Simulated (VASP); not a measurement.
**Ta2H: relaxation of cell and atoms with PBEsol**

Crystal: Ta2H.

```
Ta H
1.0
     1.72050   -2.37147    0.00000
     1.72050    2.37147    0.00000
     0.00000    0.00000    4.75857
Ta H
2 1
Direct
  0.00000 0.50000 0.26457
  0.50000 0.00000 0.73543
  0.00000 0.00000 0.00000
```

The cell comes from a database or a generator and needn't be the stable form of this composition.

```yaml
Program: VASP 6.6.1
Task: relaxation of cell and atoms
Functional: PBEsol
Potentials_or_basis: VASP PAW PBE potentials, release 64 (Ta, H)
Cutoff: 580 eV
k_mesh: 16 × 16 × 10
Occupations: gaussian, width 0.1 eV
Spin: no spin polarisation
Further_INCAR_settings: ALGO = Fast; EDIFF = 1e-07; IBRION = 2; EDIFFG = -0.005; NSW = 90; ISIF = 3
```

```
Relaxed volume                         : 12.60 Å³/atom
Relaxed cell                           : a = 2.900 Å, b = 2.900 Å, c = 4.753 Å, α = 90.00°, β = 90.00°, γ = 109.07°
Space group after relaxing (to 0.05 Å) : C222 (No. 21)
Energy gained by relaxing              : 7.6 meV/atom
Ionic steps                            : 7
Pressure after relaxing                : 0.0 GPa
Band gap on the k mesh                 : none (metal or under the smearing width)
```

Step by step:
```
step  energy change (eV)  largest force (eV/Å)  pressure (GPa)  volume (Å³)
   1              0.0000                0.1334           -5.52        38.83
   2              0.0202                0.0911            9.53        36.38
   3             -0.0196                0.0508            0.24        37.80
   4             -0.0223                0.0159            0.06        37.80
   5             -0.0227                0.0530           -0.02        37.80
   6             -0.0227                0.0552           -0.03        37.80
   7             -0.0229                0.0016            0.00        37.79
```

Final structure:
```xyz
3
Lattice="1.6828 -2.3623 0.0000 1.6828 2.3623 0.0000 0.0000 0.0000 4.7530" Properties=species:S:1:pos:R:3 pbc="T T T"
Ta    0.8414    1.1811    1.2615
Ta    2.5242    1.1811    3.4915
H     0.0000    0.0000    0.0000
```

Levels at points of the mesh, in eV from the Fermi level:
| k point | band 3 | band 4 | band 5 | band 6 | band 7 | band 8 | band 9 |
| --- | --- | --- | --- | --- | --- | --- | --- |
| (0.00, 0.00, 0.00) | -3.04 | -0.65 | 0.30 | 0.32 | 0.75 | 3.22 | 3.50 |
| (0.50, 0.00, 0.00) | -2.73 | -1.81 | -0.80 | -0.79 | 2.83 | 3.01 | 4.27 |
| (0.50, 0.50, 0.00) | -3.92 | -2.31 | -0.09 | 3.35 | 3.83 | 6.12 | 6.25 |
| (0.00, 0.00, 0.50) | -2.25 | -1.15 | -0.75 | 0.38 | 2.37 | 3.00 | 3.08 |
| (0.50, 0.00, 0.50) | -1.87 | -1.76 | -0.40 | 1.04 | 3.18 | 3.28 | 4.35 |
| (0.50, 0.50, 0.50) | -3.08 | -2.15 | 0.33 | 0.44 | 0.73 | 1.61 | 6.09 |

It took 5 min on 1 thread of Intel(R) Xeon(R) Platinum 8488C (Sapphire Rapids), on a shared host, peak memory 0.37 GiB.

Caveat: the PAW data sets were made with another functional, which shifts forces and pressure a little. The run has no spin-orbit coupling, so splittings on Ta are missing.
